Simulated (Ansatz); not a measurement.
A series in volume scale on C

Free energy against uniform scaling of the volume at fixed shape and fractions; periodic cell, basis, potentials, k mesh and filling as listed. The results are calculated, by Ansatz 0.2.0.

The cell before it is scaled or strained (space group C2/m, No. 12):
```
CELL_PARAMETERS angstrom
2.12730 -1.22830 0.00000
2.12730 1.22830 0.00000
-1.37910 0.00000 3.50280
ATOMIC_POSITIONS crystal
C 0.83336 0.83336 0.00009
C 0.16664 0.16664 0.99991
```

Settings of every row: functional LDA; dispersion none; potentials all-electron LAPW; k mesh 14x14x8; k shift 0x0x0; occupations gaussian; smearing width 0.15 eV; spin none; SCF threshold exponent -10.

Limits: a layered crystal: even scaling strains the bonds within the layers, so this curve is stiffer than the crystal under pressure; the cell comes from a prototype or a list of computed structures and needn't be the stable phase.

| row | volume scale | V (Å³/atom) | energy above lowest point (meV/atom) |
| --- | --- | --- | --- |
| 1 | 0.94 | 8.604 | 17.4 |
| 2 | 0.96 | 8.787 | 5.1 |
| 3 | 0.98 | 8.97 | 0 |
| 4 | 1 | 9.153 | 1.6 |
| 5 | 1.02 | 9.336 | ? |
| 6 | 1.04 | 9.519 | 22.3 |
| 7 | 1.06 | 9.702 | 40.4 |

Question: what energy above lowest point should row 5 give?

Worked fit of energy above lowest point. Take u = (V_r/V)^(2/3) − 1 with V_r = 9.0615 Å³ an atom, which is twice the finite (Eulerian) strain; such expansions in the strain, on which the Birch-Murnaghan equation of state is built, carry the rest volume and the bulk modulus. The shown rows have u = 0.03514, 0.02072, 0.00679, -0.00668, -0.0323, -0.04451. Least squares give energy above lowest point = 0.02 − 118.5 × u + 17572 × u² − 3351 × u³ meV/atom; a parabola predicts inner rows, each left out in turn, worse (root mean square 0.065 against 0.033 meV/atom). All shown rows lie on it to the printed digit. Its lowest point lies at u = 0.0034, or V = 9.016 Å³ an atom, and the curvature there gives the bulk modulus at fixed shape and fractions, B = (4/9)(1 + u)² E″(u)/V = 279 GPa. Letting shape and atoms relax would as a rule lower it, by much in layered, chain or molecular crystals. The withheld row has u = -0.0197, so the fit gives 0.02 − 118.5 × (-0.0197) + 17572 × (-0.0197)² − 3351 × (-0.0197)³ = 9.2 meV/atom.

The calculation gave 9.2 meV/atom. The fit meets it to the printed digit.
